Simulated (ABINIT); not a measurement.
# V (Im-3m) in ABINIT: further runs

The runs below take V through relaxation of cell and atoms, with PBE.

All numbers are computed with ABINIT 10.8.3 (patched build); they aren't measurements. Logs are shortened: lines on timing, memory, paths and dates and some standing lists are left out, and cuts for length are marked. The log counts tension as positive stress, the text compression.

### 1 The structure

Symmetry: Im-3m, No. 229, cubic system. The conventional cell has a = 3.029 Å, b = 3.029 Å, c = 3.029 Å, α = 90.00°, β = 90.00°, γ = 90.00°. V (site symmetry m-3m) has 8 V at 2.62 Å as nearest neighbours.

### 2 Relaxation of cell and atoms, PBE, collinear spin, ferromagnetic start, target pressure 20 GPa, at which the enthalpy is minimised

The input, run.abi:

```
pp_dirpath "./"
pseudos "V.GGA_PBE-JTH.xml"

acell 3*1.0
rprim
    -2.8617067568     2.8617067568     2.8617067568
     2.8617067568    -2.8617067568     2.8617067568
     2.8617067568     2.8617067568    -2.8617067568
ntypat 1
znucl 23
natom 1
typat 1
xred
     0.0000000000     0.0000000000     0.0000000000
chkprim 0
chksymtnons 0
tolsym 1.0e-6

ecut 15.0
pawecutdg 30.0
pawxcdev 0

kptopt 1
ngkpt 12 12 12
nshiftk 1
shiftk 0.0 0.0 0.0

ixc 11

nband 11
occopt 3
tsmear 0.05 eV

nsppol 2
spinat
     0.0000000000     0.0000000000     2.0000000000

nstep 100
tolvrs 1.0e-9

iomode 3
prtwf 0
prtden 0
prteig 0
prtebands 0

ionmov 2
ntime 60
tolmxf 0.0005
optcell 2
dilatmx 1.08
ecutsm 0.5
strtarget 3*-6.797862e-04 3*0.0
```

Potentials or basis: JTH PAW PBE v2.0.

Command:

```sh
$ abinit run.abi > log 2>&1
```

run.abo:

```text
.Version 10.8.3 of ABINIT
 Symmetries : space group Im -3 m (#229); Bravais cI (body-center cubic)
================================================================================
 Values of the parameters that define the memory need of the present run
     intxc =       0    ionmov =       2      iscf =      17    lmnmax =      18
     lnmax =       6     mgfft =      20  mpssoang =       3    mqgrid =    3001
     natom =       1  nloc_mem =       2    nspden =       2   nspinor =       1
    nsppol =       2      nsym =      48    n1xccc =       1    ntypat =       1
    occopt =       3   xclevel =       2
       mpw =         339          nfft =        8000          nkpt =          72
 PAW method is used; the additional fine FFT grid is defined by:
   mgfftf=        30    nfftf =     27000
================================================================================
================================================================================

--------------------------------------------------------------------------------
------------- Echo of variables that govern the present computation ------------
--------------------------------------------------------------------------------
 -outvars: echo values of preprocessed input variables --------
            acell      1.0000000000E+00  1.0000000000E+00  1.0000000000E+00 Bohr
              amu      5.09415000E+01
          chkprim           0
      chksymtnons           0
          dilatmx      1.08000000E+00
             ecut      1.50000000E+01 Hartree
           ecutsm      5.00000000E-01 Hartree
           ionmov           2
                       outvar_i_n : Printing only first  50 k-points.
              ixc          11
                       outvar_i_n : Printing only first  50 k-points.
         kptrlatt       12    0    0      0   12    0      0    0   12
          kptrlen      5.94794580E+01
            natom           1
            nband          11
            ngfft          20      20      20
          ngfftdg          30      30      30
             nkpt          72
           nspden           2
           nsppol           2
            nstep         100
             nsym          48
            ntime          60
           ntypat           1
                       prtocc : prtvol=0, do not print more k-points.
                       1.000000  1.000000  1.000000  1.000000  1.000000  1.000000
                       1.000000  0.000000  0.000000  0.000000  0.000000
                       1.000000  1.000000  1.000000  1.000000  1.000000  1.000000
                       1.000000  0.000000  0.000000  0.000000  0.000000
                       1.000000  1.000000  1.000000  1.000000  1.000000  1.000000
                       1.000000  0.000000  0.000000  0.000000  0.000000
                       1.000000  1.000000  1.000000  1.000000  1.000000  1.000000
                       1.000000  0.000000  0.000000  0.000000  0.000000
                       1.000000  1.000000  1.000000  1.000000  1.000000  1.000000
                       1.000000  0.000000  0.000000  0.000000  0.000000
                       1.000000  1.000000  1.000000  1.000000  1.000000  1.000000
                       1.000000  0.000000  0.000000  0.000000  0.000000
                       1.000000  1.000000  1.000000  1.000000  1.000000  1.000000
                       1.000000  0.000000  0.000000  0.000000  0.000000
                       1.000000  1.000000  1.000000  1.000000  1.000000  1.000000
                       1.000000  0.000000  0.000000  0.000000  0.000000
                       1.000000  1.000000  1.000000  1.000000  1.000000  1.000000
[... 68 lines left out ...]
                       0.000000  0.000000  0.000000  0.000000  0.000000
                       1.000000  1.000000  1.000000  1.000000  1.000000  1.000000
                       0.000000  0.000000  0.000000  0.000000  0.000000
                       1.000000  1.000000  1.000000  1.000000  1.000000  1.000000
                       0.000000  0.000000  0.000000  0.000000  0.000000
                       1.000000  1.000000  1.000000  1.000000  1.000000  1.000000
                       0.000000  0.000000  0.000000  0.000000  0.000000
                       1.000000  1.000000  1.000000  1.000000  1.000000  1.000000
                       0.000000  0.000000  0.000000  0.000000  0.000000
                       1.000000  1.000000  1.000000  1.000000  1.000000  1.000000
                       0.000000  0.000000  0.000000  0.000000  0.000000
                       1.000000  1.000000  1.000000  1.000000  1.000000  1.000000
                       0.000000  0.000000  0.000000  0.000000  0.000000
                       1.000000  1.000000  1.000000  1.000000  1.000000  1.000000
                       0.000000  0.000000  0.000000  0.000000  0.000000
                       prtocc : prtvol=0, do not print more k-points.
           occopt           3
          optcell           2
        pawecutdg      3.00000000E+01 Hartree
         pawxcdev           0
           prtden           0
        prtebands           0
           prteig           0
            prtwf           0
            rprim     -2.8617067568E+00  2.8617067568E+00  2.8617067568E+00
                       2.8617067568E+00 -2.8617067568E+00  2.8617067568E+00
                       2.8617067568E+00  2.8617067568E+00 -2.8617067568E+00
          spgroup         229
           spinat      0.0000000000E+00  0.0000000000E+00  2.0000000000E+00
        strtarget     -6.79786200E-04 -6.79786200E-04 -6.79786200E-04
                       0.00000000E+00  0.00000000E+00  0.00000000E+00
           tolmxf      5.00000000E-04
           tolsym      1.00000000E-06
[... 353 lines left out ...]
 Total energy (etotal) [Ha]= -7.20702500474819E+01

 Difference of energy with previous step (new-old):
           Absolute (Ha)= 2.19662E-03
           Relative     = 3.04784E-05

--- Iteration: ( 4/60) Internal Cycle: (1/1)
--------------------------------------------------------------------------------

---SELF-CONSISTENT-FIELD CONVERGENCE--------------------------------------------
[... 73 lines left out ...]
 -2.74710587435427E+00  2.74710587435427E+00  2.74710587435427E+00
  2.74710587435427E+00 -2.74710587435427E+00  2.74710587435427E+00
  2.74710587435427E+00  2.74710587435427E+00 -2.74710587435427E+00
 Unitary Cell Volume (ucvol) [Bohr^3]=  8.29251344074733E+01
 Angles (23,13,12)= [degrees]
  1.09471220634491E+02  1.09471220634491E+02  1.09471220634491E+02
 Lengths [Bohr]
  4.75812694815253E+00  4.75812694815253E+00  4.75812694815253E+00
 Stress tensor in cartesian coordinates (strten) [Ha/bohr^3]
 -6.78382406843300E-04  0.00000000000000E+00  0.00000000000000E+00
  0.00000000000000E+00 -6.78382406843307E-04  0.00000000000000E+00
  0.00000000000000E+00  0.00000000000000E+00 -6.78382406843293E-04
 Total energy (etotal) [Ha]= -7.20705248366746E+01

 Difference of energy with previous step (new-old):
           Absolute (Ha)=-2.74789E-04
           Relative     =-3.81279E-06

 At Broyd/MD step   4, gradients are converged :
  max grad (force/stress) = 1.4038E-04 < tolmxf= 5.0000E-04 ha/bohr (free atoms)

================================================================================

 ----iterations are completed or convergence reached----

 Mean square residual over all n,k,spin=   31.589E-12; max=  37.590E-09
 reduced coordinates (array xred) for    1 atoms
       0.000000000000      0.000000000000      0.000000000000
 rms dE/dt=  0.0000E+00; max dE/dt=  0.0000E+00; dE/dt below (all hartree)
    1       0.000000000000      0.000000000000      0.000000000000

 cartesian coordinates (angstrom) at end:
    1      0.00000000000000     0.00000000000000     0.00000000000000

 cartesian forces (hartree/bohr) at end:
    1     -0.00000000000000    -0.00000000000000    -0.00000000000000
 frms,max,avg= 0.0000000E+00 0.0000000E+00   0.000E+00  0.000E+00  0.000E+00 h/b

 cartesian forces (eV/Angstrom) at end:
    1     -0.00000000000000    -0.00000000000000    -0.00000000000000
 frms,max,avg= 0.0000000E+00 0.0000000E+00   0.000E+00  0.000E+00  0.000E+00 e/A
 length scales=  4.758126948153  4.758126948153  4.758126948153 bohr
              =  2.517892345838  2.517892345838  2.517892345838 angstroms
 Fermi (or HOMO) energy (hartree) =   0.42302   Average Vxc (hartree)=  -0.46684
 Magnetization (Bohr magneton)=  2.35294779E-08
 Total spin up =  6.49999999E+00   Total spin down =  6.50000001E+00
 Eigenvalues (hartree) for nkpt=  72  k points, SPIN UP:
 kpt#   1, nband= 11, wtk=  0.00058, kpt=  0.0000  0.0000  0.0000 (reduced coord)
  -1.91473   -0.92703   -0.92703   -0.92703    0.17367    0.43889    0.43889    0.43889
   0.52163    0.52163    1.20584
      occupation numbers for kpt#   1
   1.00000    1.00000    1.00000    1.00000    1.00000    0.00018    0.00018    0.00018
   0.00000    0.00000    0.00000
 prteigrs : prtvol=0 or 1, do not print more k-points.

 Eigenvalues (hartree) for nkpt=  72  k points, SPIN DOWN:
 kpt#   1, nband= 11, wtk=  0.00058, kpt=  0.0000  0.0000  0.0000 (reduced coord)
  -1.91473   -0.92703   -0.92703   -0.92703    0.17367    0.43889    0.43889    0.43889
   0.52163    0.52163    1.20584
      occupation numbers for kpt#   1
   1.00000    1.00000    1.00000    1.00000    1.00000    0.00018    0.00018    0.00018
   0.00000    0.00000    0.00000
 prteigrs : prtvol=0 or 1, do not print more k-points.

--- !EnergyTerms
iteration_state     : {dtset: 1, itime: 4, icycle: 1, }
comment             : Components of total free energy in Hartree
kinetic             :  1.00239084234029E+01
hartree             :  1.29833711975136E+01
xc                  : -3.86583698802310E+00
Ewald energy        : -5.59707635141208E+01
psp_core            :  3.48648477202210E+00
local_psp           : -4.13251053405526E+01
PAW spherical_terms :  2.59801346400441E+00
internal            : -7.20699279857536E+01
'-kT*entropy'       : -5.94298626340017E-04
total_energy        : -7.20705222843799E+01
total_energy_eV     : -1.96113881882984E+03
...

--- !EnergyTermsDC
iteration_state     : {dtset: 1, itime: 4, icycle: 1, }
comment             : '"Double-counting" decomposition of free energy'
band_energy         : -7.68698085594241E+00
Ewald energy        : -5.59707635141208E+01
psp_core            :  3.48648477202210E+00
xc_dc               : -1.19906118673486E+01
PAW spherical_terms :  9.19409273414304E-02
internal            : -7.20699305380483E+01
'-kT*entropy'       : -5.94298626340017E-04
total_energy_dc     : -7.20705248366746E+01
total_energy_dc_eV  : -1.96113888828132E+03
...

--- !EnergyTermsWithPAWCore
iteration_state     : {dtset: 1, itime: 4, icycle: 1, }
comment             : 'Components of total free energy, including PAW core contributions'
Total energy        : -9.49310242198489E+02
Total energy DC     : -9.49310244750784E+02
Total energy (eV)   : -2.58320476677289E+04
Total energy DC (eV): -2.58320477371803E+04
...

 Cartesian components of stress tensor (hartree/bohr^3)
  sigma(1 1)= -6.78382407E-04  sigma(3 2)=  0.00000000E+00
  sigma(2 2)= -6.78382407E-04  sigma(3 1)=  0.00000000E+00
  sigma(3 3)= -6.78382407E-04  sigma(2 1)=  0.00000000E+00

-Cartesian components of stress tensor (GPa)         [Pressure=  1.9959E+01 GPa]
- sigma(1 1)= -1.99586995E+01  sigma(3 2)=  0.00000000E+00
- sigma(2 2)= -1.99586995E+01  sigma(3 1)=  0.00000000E+00
- sigma(3 3)= -1.99586995E+01  sigma(2 1)=  0.00000000E+00

== END DATASET(S) ==============================================================
================================================================================

 -outvars: echo values of variables after computation  --------
            acell      4.7581269482E+00  4.7581269482E+00  4.7581269482E+00 Bohr
           etotal     -7.2070524837E+01
            fcart     -0.0000000000E+00 -0.0000000000E+00 -0.0000000000E+00
            rprim     -5.7735026919E-01  5.7735026919E-01  5.7735026919E-01
                       5.7735026919E-01 -5.7735026919E-01  5.7735026919E-01
                       5.7735026919E-01  5.7735026919E-01 -5.7735026919E-01
           strten     -6.7838240684E-04 -6.7838240684E-04 -6.7838240684E-04
                       0.0000000000E+00  0.0000000000E+00  0.0000000000E+00
 Calculation completed.
```

Wall time 48 s (1 thread of Arm Neoverse V2, shared host); peak memory 0.12 GiB.

Results:

```
Free energy                                            : -1961.1389 eV
Relaxed volume                                         : 12.29 Å³/atom
Relaxed cell                                           : a = 2.518 Å, b = 2.518 Å, c = 2.518 Å, α = 109.47°, β = 109.47°, γ = 109.47°
Space group after relaxing (to 0.05 Å)                 : Im-3m (No. 229)
Energy change on relaxing (the enthalpy is what falls) : +64.8 meV/atom
Ionic steps                                            : 4
Pressure after relaxing                                : 20.0 GPa
Band gap on the k mesh                                 : none (metal or under the smearing width)
Net moment                                             : 0.00 μB per cell
Valence electrons inside the program's atomic spheres  : V 11.38 (radii [1.1698] Å)
```

Step by step:
```
step  energy change (eV)  largest force (eV/Å)  pressure (GPa)  volume (Å³)
   1              0.0000                0.0000           -4.80        13.89
   2              0.0125                0.0000            9.51        12.86
   3              0.0723                0.0000           21.14        12.23
   4              0.0648                0.0000           19.96        12.29
```

Final structure:
```cif
data_structure
_symmetry_space_group_name_H-M 'P 1'
_symmetry_Int_Tables_number 1
_cell_length_a 2.5179
_cell_length_b 2.5179
_cell_length_c 2.5179
_cell_angle_alpha 109.471
_cell_angle_beta 109.471
_cell_angle_gamma 109.471
_cell_volume 12.29
loop_
_atom_site_label
_atom_site_type_symbol
_atom_site_fract_x
_atom_site_fract_y
_atom_site_fract_z
_atom_site_occupancy
V1 V 0.00000 0.00000 0.00000 1
```

### 3 Relaxation of cell and atoms, PBE, collinear spin, ferromagnetic start, target pressure 30 GPa, at which the enthalpy is minimised

Changes to run.abi since step 2:

```diff
@@ -52,2 +52,2 @@
 ecutsm 0.5
-strtarget 3*-6.797862e-04 3*0.0
+strtarget 3*-1.019679e-03 3*0.0
```

Potentials or basis: JTH PAW PBE v2.0.

Command:

```sh
$ abinit run.abi > log 2>&1
```

It took 49 s on 1 thread of Arm Neoverse V2, shared host; peak memory 0.12 GiB.

The run converged. Its results:

```
Free energy                                            : -1961.0685 eV
Relaxed volume                                         : 11.83 Å³/atom
Relaxed cell                                           : a = 2.486 Å, b = 2.486 Å, c = 2.486 Å, α = 109.47°, β = 109.47°, γ = 109.47°
Space group after relaxing (to 0.05 Å)                 : Im-3m (No. 229)
Energy change on relaxing (the enthalpy is what falls) : +135.2 meV/atom
Ionic steps                                            : 4
Pressure after relaxing                                : 29.9 GPa
Band gap on the k mesh                                 : none (metal or under the smearing width)
Net moment                                             : 0.00 μB per cell
Valence electrons inside the program's atomic spheres  : V 11.46 (radii [1.1698] Å)
```

Step by step:
| step | energy change (eV) | largest force (eV/Å) | pressure (GPa) | volume (Å³) |
| --- | --- | --- | --- | --- |
| 1 | 0.0000 | 0.0000 | -4.80 | 13.89 |
| 2 | 0.0448 | 0.0000 | 16.54 | 12.46 |
| 3 | 0.1518 | 0.0000 | 31.99 | 11.75 |
| 4 | 0.1352 | 0.0000 | 29.90 | 11.83 |

Final structure:
```cif
data_structure
_symmetry_space_group_name_H-M 'P 1'
_symmetry_Int_Tables_number 1
_cell_length_a 2.4864
_cell_length_b 2.4864
_cell_length_c 2.4864
_cell_angle_alpha 109.471
_cell_angle_beta 109.471
_cell_angle_gamma 109.471
_cell_volume 11.83
loop_
_atom_site_label
_atom_site_type_symbol
_atom_site_fract_x
_atom_site_fract_y
_atom_site_fract_z
_atom_site_occupancy
V1 V 0.00000 0.00000 0.00000 1
```

Levels at points of the mesh, in eV from the Fermi level:
Spin up:
| k point | band 2 | band 3 | band 4 | band 5 | band 6 | band 7 | band 8 | band 9 | band 10 | band 11 |
| --- | --- | --- | --- | --- | --- | --- | --- | --- | --- | --- |
| (0.00, 0.00, 0.00) | -36.62 | -36.62 | -36.62 | -6.85 | 0.43 | 0.43 | 0.43 | 2.79 | 2.79 | 21.60 |
| (0.50, 0.00, 0.00) | -37.97 | -37.03 | -36.64 | -3.65 | -1.41 | 2.17 | 2.83 | 3.25 | 4.87 | 11.89 |
| (0.50, 0.50, 0.50) | -37.52 | -37.52 | -37.52 | -3.65 | -3.65 | 4.39 | 4.39 | 4.39 | 11.51 | 11.51 |
Spin down:
| k point | band 3 | band 4 | band 5 | band 6 | band 7 | band 8 | band 9 | band 10 |
| --- | --- | --- | --- | --- | --- | --- | --- | --- |
| (0.00, 0.00, 0.00) | -36.62 | -36.62 | -6.85 | 0.43 | 0.43 | 0.43 | 2.79 | 2.79 |
| (0.50, 0.00, 0.00) | -37.03 | -36.64 | -3.65 | -1.41 | 2.17 | 2.83 | 3.25 | 4.87 |
| (0.50, 0.50, 0.50) | -37.52 | -37.52 | -3.65 | -3.65 | 4.39 | 4.39 | 4.39 | 11.51 |
